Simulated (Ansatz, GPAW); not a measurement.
# A Ga chain with one P atom in line: relaxation, then transmission at several levels, part 2 of 4

Aim: the conductance of a Ga chain with one P atom in line after relaxation, and whether geometry, basis or functional moves it most.

GPAW 26.7.0 and Ansatz 0.2.0; Ansatz plane waves; relaxation of the junction with the lead ends held; PAW set soft_1 (the session's first sound run).

So far. Step 2 (Relaxation): The relaxation lowered the energy of the cell by 0.719 eV.

## Step 3: Plane waves, PBE

A plane-wave run comes first: its basis does not favour the atoms, so it serves as the reference for the orbital bases.

This step: Ansatz plane waves; Landauer transmission by layers, zero bias; PAW set soft_1 (Ansatz 0.2.0).

File input.yaml:

```yaml
crystal:
  lattice:
    - [9.0, 0.0, 0.0]
    - [0.0, 9.0, 0.0]
    - [0.0, 0.0, 32.5716]
  atoms:
    - { symbol: Ga, position: [0.5, 0.5, 0.0391445308] }
    - { symbol: Ga, position: [0.5, 0.5, 0.1174335925] }
    - { symbol: Ga, position: [0.5, 0.5, 0.1957226541] }
    - { symbol: Ga, position: [0.5, 0.5, 0.2740117157] }
    - { symbol: Ga, position: [0.588124478, 0.4282120173, 0.3553385982] }
    - { symbol: Ga, position: [0.5178197526, 0.4887216636, 0.4407861638] }
    - { symbol: P, position: [0.6091740344, 0.4234735563, 0.5031639086] }
    - { symbol: Ga, position: [0.5167711072, 0.4916430789, 0.5643975032] }
    - { symbol: Ga, position: [0.4551401942, 0.609673528, 0.6449969936] }
    - { symbol: Ga, position: [0.5, 0.5, 0.7259882843] }
    - { symbol: Ga, position: [0.5, 0.5, 0.8042773459] }
    - { symbol: Ga, position: [0.5, 0.5, 0.8825664075] }
    - { symbol: Ga, position: [0.5, 0.5, 0.9608554692] }
kpoints:
  mp_grid: { grid: [1, 1, 3] }
hamiltonian:
  xc: pbe
  pseudopotentials: { kind: paw, azcp: { folder: soft_1 } }
scf:
  occupations: { method: fermi_dirac, width: 0.1 }
output:
  transmission:
    leads: [[0, 1]]
    e_range: [-2, 2]
    de: 0.025
    kmesh: [1, 1]
    reduced_basis: true
  write_potential: true
  write_density: true
  volumetric_format: npy
```

Started as:

```sh
$ ansatz run input.yaml --threads 4 --pin off --max-ram 8192MiB --backend cpu --events-out ev --progress --plain --runs-dir out
```

Numbers of over 12 decimals in the logs are rounded to 6 here.

Output:

```text
[...]
Crystal: 13 atoms, lattice volume = 2638.300 Å³
Basis set: ecut = 420 eV, 51505 PW (Γ)
Bands: 97, of which v1, the nominal top of the filled ones, is band 81 counted from 1 (80 counted from 0)
Symmetry: 1 space group operations
[...]
k-points: 2 of 3 (time reversal used)
[...]
SCF iter   1: F=—  HF=-46139.131877 eV  |F-HF|=—  |Δ(HF+E_count)|=         —  Δρ=1.06e-2  dr2=1.20e1  ethr=3.10e-3  ⟨swp⟩=6.0  Hψ=813  notcnv=0
[...]
SCF iter  14: F=-46136.719508 eV  HF=-46136.719508 eV  |F-HF|=5.88e-9  |Δ(HF+E_count)|=   1.78e-8  Δρ=4.70e-7  dr2=1.86e-8  ethr=6.21e-11  ⟨swp⟩=7.5  Hψ=485  notcnv=0
SCF 1 converged in 14 iterations: F = -46136.719508 eV  dr2 = 1.86e-8
[...]
transmission: 41 of 246 steps passed
transmission: 82 of 246 steps passed
[...]
transmission: 246 of 246 steps passed
WARN: The output density's exchange-correlation potential varies sharply where the density is thin. Do not read a vacuum level from v_tot or v_xc, or from such a field of the output density. On a cell that repeats whose density bears no net charge and no dipole along the vacuum's axis use v_es (v_loc + v_h of the components); under efield.dipole_correction with no amplitude use v_es + v_field, which holds any externa [...]
SCF converged after 14 iterations
Free energy (F): -46136.719508 eV
[...]
Internal energy: -46136.055737 eV  (E = F + TS)
E sigma→0 (E₀):  -46136.387623 eV
Entropy (-TS):   -0.663770 eV (-51.059 meV/atom)
Fermi energy:    -2.537484 eV
[...]
--- Band table (eV) ---
  k-point 0: bands = [... 77 lower, -2.7551, -2.7355, -2.6241, -2.5476, -2.4197, -2.3729, -2.2562, -2.0893, ... 12 higher]
  k-point 1: bands = [... 77 lower, -2.7574, -2.7374, -2.6153, -2.5459, -2.4448, -2.3925, -2.2283, -2.0650, ... 12 higher]
--- Transmission ---
  basis      : 717 plane waves across, 41 finite elements along
  points     : 1, standing for a mesh of 1 x 1
  filling    : by the input's occupations and mesh, since the crystals that have channels conduct as metals do. If one of these is a semiconductor, that mesh has misplaced its level
  energies   : 161 from -2.000000 to 2.000000 eV about the Fermi level, 0.025000 eV apart; the leads are filled to 0.000000 eV, and channels, transmission and decay are at 0.000000 eV
  crystal 0  : Ga1, at the sites [0, 1], period 2.5500 Å, over 20.40 Å; its Hamiltonian steps by up to 45.6 meV: too much for a lead, lay more layers or, if its atoms are ordered, name the step of that order
    offset         : up to 0.0000 Å between an atom of the period and one for which it stands
    filled         : 47.5 meV over the level at which it is neutral
    channels       : 3.000000e0 a spin
    conductance    : 2.8696e14 S/m² at 300 K; may be off by some 0.0 % by where its bands' edges are placed, 0.0 % from the distance to neutral
  junction   : crystal 0 to crystal 0, 0.70 to 30.72 Å
    transmission   : 1.713747e-1 a spin
    error estimate : 1.781479e-5 a spin from the reduction of the transverse basis, at the most 3.643208e-2 at -1.100000 eV
    conductance    : 1.6291e13 S/m² at 300 K (1.6291e13 on every other energy)
    error estimate : 0.0 % from the energy spacing and 0.0 % from band edges of the leads and from resonances (wavevectors taken as independent; lower de), 0.0 % from the reduction of the transverse basis, 24.3 % from the steps of its leads' Hamiltonians or their offsets (lay more layers), 13.4 % from the distance to neutral
    resistance     : 5.7899e-2 Ω µm² beyond half of each lead's own
```

Elapsed: 65 s, on 4 threads of Intel Xeon Platinum 8488C (Sapphire Rapids), shared host; peak memory 2.6 GiB; 3.5 min of CPU time.

Reading the cycles: dr2 is the Hartree energy of the density residual (eV), the measure of convergence; HF is the Harris–Foulkes estimate of the energy, which meets the free energy F at convergence.

This step gave:

```yaml
free_energy: -46136.7195 eV
lead_level: 0 eV from the Fermi level
transmission_at_the_fermi_level_one_spin: 0.1714
open_channels_of_the_lead_at_the_fermi_level_one_spin: 3
step_of_the_potential_along_the_lead: 45.6 meV
offset_of_the_lead: 0 Å
filling_of_the_lead_less_its_bulk_value_in_size: 47.5 meV
conductance: 0.1703 G₀
```

One spin. Table of transmission, zone mean by energy, zero at the Fermi level:

energy (eV), transmission, zone mean and a bar:
```
   -2.000       0.05 #
   -1.900       0.05 #
   -1.800       0.05 #
   -1.700       0.05 #
   -1.600       0.03 
   -1.500       0.00 
   -1.425       0.43 #######
   -1.400       0.24 ####
   -1.300       0.07 #
   -1.200       0.00 
   -1.100       0.04 #
   -1.000       0.08 #
   -0.900       0.06 #
   -0.800       0.03 #
   -0.700       0.02 
   -0.600       0.01 
   -0.500       0.01 
   -0.400       0.00 
   -0.300       0.00 
   -0.200       0.05 #
   -0.100       0.12 ##
    0.000       0.17 ###
    0.100       0.21 ###
    0.200       0.26 ####
    0.300       0.33 #####
    0.400       0.44 #######
    0.500       0.58 #########
    0.600       0.74 ###########
    0.700       0.90 ##############
    0.800       1.05 ################
    0.900       1.18 ##################
    1.000       1.30 ####################
    1.100       1.40 #####################
    1.200       1.48 #######################
    1.300       1.54 #######################
    1.400       1.58 ########################
    1.500       1.61 #########################
    1.600       1.64 #########################
    1.700       1.69 ##########################
    1.800       1.77 ###########################
    1.900       1.88 #############################
    2.000       1.97 ##############################
```

One spin. The open channels, zone mean by energy, zero at the Fermi level:

energy (eV), open channels, zone mean and a bar:
```
   -2.000       1.00 ##########
   -1.900       1.00 ##########
   -1.800       1.00 ##########
   -1.700       1.00 ##########
   -1.600       1.00 ##########
   -1.500       0.00 
   -1.400       1.00 ##########
   -1.300       1.00 ##########
   -1.200       1.00 ##########
   -1.100       1.00 ##########
   -1.000       1.00 ##########
   -0.900       1.00 ##########
   -0.800       1.00 ##########
   -0.700       1.00 ##########
   -0.600       1.00 ##########
   -0.500       1.00 ##########
   -0.400       1.00 ##########
   -0.300       1.00 ##########
   -0.200       3.00 ##############################
   -0.100       3.00 ##############################
    0.000       3.00 ##############################
    0.100       3.00 ##############################
    0.200       3.00 ##############################
    0.300       3.00 ##############################
    0.400       3.00 ##############################
    0.500       3.00 ##############################
    0.600       3.00 ##############################
    0.700       3.00 ##############################
    0.800       3.00 ##############################
    0.900       3.00 ##############################
    1.000       3.00 ##############################
    1.100       3.00 ##############################
    1.200       3.00 ##############################
    1.300       3.00 ##############################
    1.400       3.00 ##############################
    1.500       3.00 ##############################
    1.600       3.00 ##############################
    1.700       3.00 ##############################
    1.800       3.00 ##############################
    1.900       3.00 ##############################
    2.000       3.00 ##############################
```

Crystal 0, spin -, k parallel (0, 0); distinct values, listed up to 1.5 1/Å. Table of Im kz of the slowest decaying states by energy, zero at the Fermi level:

```tsv
energy (eV)	decay 1 (Å⁻¹)	decay 2 (Å⁻¹)	decay 3 (Å⁻¹)	decay 4 (Å⁻¹)
-2.0000	0.641	0.642	1.14	1.27
-1.7500	0.594	0.595	1.11	1.24
-1.5000	0.005	0.542	0.543	1.08
-1.2500	0.484	0.485	1.05	1.19
-1.0000	0.418	0.419	1.01	1.16
-0.7500	0.338	0.340	0.981	1.13
-0.5000	0.232	0.234	0.946	1.10
-0.2500	0.910	1.07	1.18	1.18
0.0000	0.873	1.04	1.15	1.15
0.2500	0.834	1.01	1.13	1.13
0.5000	0.793	0.972	1.10	1.10
0.7500	0.750	0.938	1.07	1.07
1.0000	0.704	0.902	1.04	1.04
1.2500	0.655	0.864	1.00	1.01
1.5000	0.602	0.825	0.971	0.975
1.7500	0.544	0.784	0.936	0.942
2.0000	0.479	0.741	0.900	0.907
```

Crystal 0, spin -, k parallel (0, 0). Re kz of states that move upwards against energy, zero at the Fermi level:

```tsv
energy (eV)	channel 1 (Å⁻¹)	channel 2 (Å⁻¹)	channel 3 (Å⁻¹)
-2.000	1.18	-	-
-1.800	1.20	-	-
-1.600	1.22	-	-
-1.400	-1.22	-	-
-1.200	-1.20	-	-
-1.000	-1.18	-	-
-0.800	-1.16	-	-
-0.600	-1.14	-	-
-0.400	-1.12	-	-
-0.200	-1.11	0.138	0.142
0.000	-1.09	0.262	0.264
0.200	-1.07	0.344	0.345
0.400	-1.05	0.410	0.412
0.600	-1.03	0.468	0.469
0.800	-1.02	0.519	0.520
1.000	-0.999	0.567	0.567
1.200	-0.981	0.610	0.611
1.400	-0.964	0.651	0.652
1.600	-0.947	0.691	0.691
1.800	-0.931	0.728	0.729
2.000	-0.914	0.764	0.764
```

The electrostatic potential energy of an electron (with the applied field's), less the Fermi level, planar mean oscillates, so the rows of the table below give means over windows of 1.3 Å about each position, cut where the curve ends. Its first 14 maxima inside the range that stand out by 2 % of the span (Å: eV): 1.3: 3.54, 2.6: 3.62, 3.8: 3.55, 5.1: 3.63, 6.4: 3.52, 7.7: 3.51, 9.0: 3.33, 10.3: 3.37, 11.6: 3.21, 13.0: 3.52, 14.5: 3.58, 15.5: 3.72, 17.2: 3.67, 18.4: 3.57. Its first 14 minima: 0.7: 3.23, 1.9: 3.23, 3.2: 3.24, 4.5: 3.25, 5.8: 3.22, 6.9: 3.19, 8.4: 3.06, 9.6: 3.00, 11.0: 2.91, 12.2: 2.93, 13.8: 3.18, 14.9: 3.39, 16.4: 2.81, 17.8: 3.38.

The electrostatic potential energy of an electron (with the applied field's), less the Fermi level, planar mean by z; means over each step:

z (Å), electrostatic potential energy of an electron (with the applied field's), less the Fermi level, planar mean (eV) and a bar from the least value:
```
     0.65       3.41 ######################
     1.95       3.42 ######################
     3.25       3.42 ######################
     4.55       3.44 #######################
     5.85       3.40 #####################
     7.15       3.36 ##################
     8.45       3.23 ##########
     9.75       3.20 ########
    11.05       3.10 #
    12.35       3.18 ######
    13.65       3.37 ###################
    14.95       3.54 ##############################
    16.25       3.08 
    17.55       3.50 ###########################
    18.85       3.35 ##################
    20.15       3.19 #######
    21.45       3.13 ###
    22.75       3.22 #########
    24.05       3.22 #########
    25.35       3.36 ##################
    26.65       3.39 ####################
    27.95       3.45 ########################
    29.25       3.42 ######################
    30.55       3.43 #######################
    31.85       3.40 #####################
```

The valence density, planar mean oscillates, so the rows of the table below give means over windows of 2.61 Å about each position, cut where the curve ends. Its maxima inside the range that stand out by 2 % of the span (Å: e/Å³): 1.3: 0.213, 3.8: 0.208, 6.4: 0.215, 9.0: 0.210, 11.6: 0.214, 14.3: 0.213, 16.6: 0.0361, 18.4: 0.214, 21.0: 0.214, 23.6: 0.210, 26.2: 0.215, 28.8: 0.208, 31.3: 0.213. Its minima: 2.6: 0.0139, 5.1: 0.0139, 7.7: 0.0137, 10.3: 0.0118, 12.9: 0.0103, 15.2: 0.0243, 17.5: 0.0252, 19.7: 0.0119, 22.3: 0.0120, 24.9: 0.0136, 27.5: 0.0139, 30.0: 0.0138.

Table of valence density, planar mean by z; means over each step:

z (Å), valence density, planar mean (e/Å³) and a bar from the least value:
```
     1.30      0.062 ########################
     3.92      0.062 ########################
     6.53      0.062 ########################
     9.14      0.061 ########################
    11.75      0.060 ######################
    14.36      0.064 ###########################
    16.97      0.044 
    19.58      0.060 ######################
    22.19      0.060 #####################
    24.80      0.066 #############################
    27.41      0.066 ##############################
    30.02      0.066 ##############################
```

The largest of the program's own error estimates on the conductance is 24 %. T at the Fermi level is 0.171; the potential still steps by 45.6 meV from one lead period to the next, more than the program accepts for a lead, so the cell is too short for a firm reference, and the program's own error estimates apply.

(Continued in part 3 of 4.)

[Logs are printed without paths, hosts, clocks, repeated set-up lines and the standing remarks that a program may print on its own settings, such as how far it seeks lower states.]

[Hosts, paths, dates, database ids (printed as entryN), source tags and the programs' standing remarks are cut or masked in the printed files.]
